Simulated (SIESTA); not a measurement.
Set up this calculation in SIESTA 5.4.2, as the native input.

```
Task                : single point
Functional          : PBE
Potentials or basis : PseudoDojo 0.4 standard (PBE files)
Basis               : DZP (energy shift 0.003 Ry; two zetas on semicore shells)
Grid cutoff         : 500 Ry
Energy shift        : 0.003 Ry
k mesh              : 9 × 9 × 9
Occupations         : fermi-dirac, width 0.05 eV
Spin                : no spin polarisation
```

Crystal: Sn.

```
CELL_PARAMETERS angstrom
-2.94014 2.94014 1.59930
2.94014 -2.94014 1.59930
2.94014 2.94014 -1.59930
ATOMIC_POSITIONS crystal
Sn 0.00000 0.00000 0.00000
Sn 0.75000 0.25000 0.50000
```

The input as run:

Sn.fdf

```
SystemName                      Sn
SystemLabel                     Sn
NumberOfSpecies                 1
NumberOfAtoms                   2
%block ChemicalSpeciesLabel
  1  50 Sn
%endblock ChemicalSpeciesLabel

LatticeConstant                 1.0 Ang
%block LatticeVectors
    -2.9401404553     2.9401404553     1.5993019889
     2.9401404553    -2.9401404553     1.5993019889
     2.9401404553     2.9401404553    -1.5993019889
%endblock LatticeVectors
AtomicCoordinatesFormat         Ang
%block AtomicCoordinatesAndAtomicSpecies
     0.0000000000     0.0000000000     0.0000000000  1
     0.0000000000     2.9401404553     0.7996509944  1
%endblock AtomicCoordinatesAndAtomicSpecies

%block kgrid.MonkhorstPack
    9   0   0  0.0
    0   9   0  0.0
    0   0   9  0.0
%endblock kgrid.MonkhorstPack
XC.Functional                   GGA
XC.Authors                      PBE
PAO.BasisSize                   DZP
PAO.EnergyShift                 0.003 Ry
Mesh.Cutoff                     500 Ry
OccupationFunction              FD
ElectronicTemperature           0.05 eV
MaxSCFIterations                120
SCF.MustConverge                false
SCF.Mixer.Method                Pulay
SCF.Mixer.Weight                0.25
SCF.Mixer.History               8
SCF.DM.Tolerance                5.0e-05
SCF.H.Tolerance                 1.0e-03 eV
WriteForces                     true
Charge.Mulliken                 end
%block PAO.Basis
  Sn 4
  n=5 0 2
    6.432 0.000
  n=5 1 2
    8.686 0.000
  n=4 2 2
    3.759 0.000
  n=5 2 1
    8.686
%endblock PAO.Basis
```

Potentials or basis: PseudoDojo 0.4 standard (PBE files), DZP (energy shift 0.003 Ry; two zetas on semicore shells).

Command:

```sh
$ siesta < Sn.fdf > Sn.out 2>&1
```

It gave:

| Property | Result |
| --- | --- |
| Pressure | 2.2 GPa |
| Band gap on the k mesh | none (metal or under the smearing width) |

Caveat: the basis of atomic orbitals isn't converged, which shifts pressures, moduli and gaps.

Run time: 76 s on 1 thread of Intel(R) Xeon(R) Platinum 8559C (Emerald Rapids), with other jobs on the host, peak memory 0.47 GiB.
